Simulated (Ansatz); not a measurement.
## MnH2O2 (Pyrochroite) under changes of volume

One of the cells (8.196 Å³/atom); the others are scaled copies at fixed shape and fractional positions:

```
Mn O H
1.0
     3.25000    0.00000    0.00000
    -1.62500    2.81458    0.00000
     0.00000    0.00000    4.48000
Mn O H
1 2 2
Direct
  0.00000 0.00000 0.00000
  0.66667 0.33333 0.77400
  0.33333 0.66667 0.22600
  0.66667 0.33333 0.55400
  0.33333 0.66667 0.44600
```

```yaml
Program: Ansatz 0.2.0
Functional: PBEsol
Potentials_or_basis: all-electron LAPW, scalar-relativistic
Cutoff: 718 eV (chosen from the basis error)
Basis_error_allowed: 0.002 eV/atom
k_mesh: 9 × 9 × 6
Occupations: fermi-dirac, width 0.05 eV
Spin: collinear spin, ferromagnetic start
Starting_moments: "[4.0, 0.0, 0.0, 0.0, 0.0] μB"
```

```csv
volume (Å³/atom),energy over the lowest point (meV/atom),pressure (GPa),largest force (eV/Å)
7.704,41.83,17.2,0.687
7.868,26.30,13.2,0.647
8.032,14.71,9.5,0.777
8.196,?,?,?
8.360,1.88,3.2,1.024
8.524,0.00,0.5,1.140
8.688,0.77,-2.0,1.253
```

Q: What does the run at 8.196 Å³/atom give?

A: Energy over the lowest point 6.68 meV/atom; pressure 6.2 GPa; largest force 0.903 eV/Å.

Worked out: A Birch-Murnaghan fit of order 3 (a polynomial in V^(-2/3)) to the other rows has its minimum at 8.56 Å³/atom with B0 = V·E''(V) = 132 GPa and B' = 4.1 at fixed shape and positions, which overstates the stiffness. It gives 6.68 meV/atom at 8.196 Å³/atom, against the run's 6.68, and -dE/dV = 6.2 GPa, against 6.2.

Energies are extrapolated to zero smearing.

Caveats: a cell with one magnetic atom can't hold antiferromagnetic order, which such compounds often take; forces of over 1 eV/Å show positions far from the minimum, so gaps and moduli don't describe the material at rest (some runs).
